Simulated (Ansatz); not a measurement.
**BaTiO$_{3}$: stiffness from a series of strains**

```yaml
crystal:
  lattice:
    - [2.82767, 1.63255, 2.31773]
    - [-2.82767, 1.63255, 2.31773]
    - [0.00000, -3.26511, 2.31773]
  atoms:
    - { symbol: Ba, position: [0.00000, 0.00000, 0.00000] }
    - { symbol: Ti, position: [0.51400, 0.51400, 0.51400] }
    - { symbol: O, position: [0.49160, 0.49160, 0.98150] }
    - { symbol: O, position: [0.49160, 0.98150, 0.49160] }
    - { symbol: O, position: [0.98150, 0.49160, 0.49160] }
```

Atoms are numbered in the order listed.

The cell is COD entry 9014756, as deposited and not checked against the literature; nothing was relaxed.

Spin–orbit coupling is left out, though it moves levels of the heavy atoms by tenths of an eV or more.

Method: Ansatz 0.2.0, DFT, PBE, all-electron LAPW, scalar-relativistic.

The runs use a Γ-centred 9×9×9 k mesh, Fermi–Dirac smearing of 0.05 eV, basis error target 1 meV/atom, no spin polarisation.

The strain is applied along the Cartesian axes of the cell as listed (the other components stay zero). Fractional coordinates are held (clamped ions).

σ is the change of stress from the unstrained cell, which is at 5.00 GPa; tension is positive, so slopes are stress–strain coefficients at that pressure.

Only quantities that a quadratic follows smoothly over the whole series are listed; rougher ones are left out.

| εzz | σzz (GPa) | σxx (GPa) |
| --- | --- | --- |
| -0.0300 | -10.40 | -3.29 |
| -0.0200 | -6.74 | -2.12 |
| -0.0100 | -3.27 | -1.02 |
| 0.0000 | 0.00 | 0.00 |
| 0.0200 | 6.02 | 1.86 |
| 0.0300 | 8.78 | 2.69 |

Problem. Fit the series and read off the stiffness at zero strain.

Solution. Least-squares fits y = p0 + p1 x + p2 x² to the rows give σzz (GPa): p1 = 319, p2 = -910; σxx (GPa): p1 = 99.6, p2 = -340. So C33 = 319 GPa and C13 = 100 GPa, for these axes.

Problem. One run, at εzz = 0.0100, is withheld. Predict its row.

Solution. The fits give 3.11, 0.97; the run gave 3.09, 0.96.
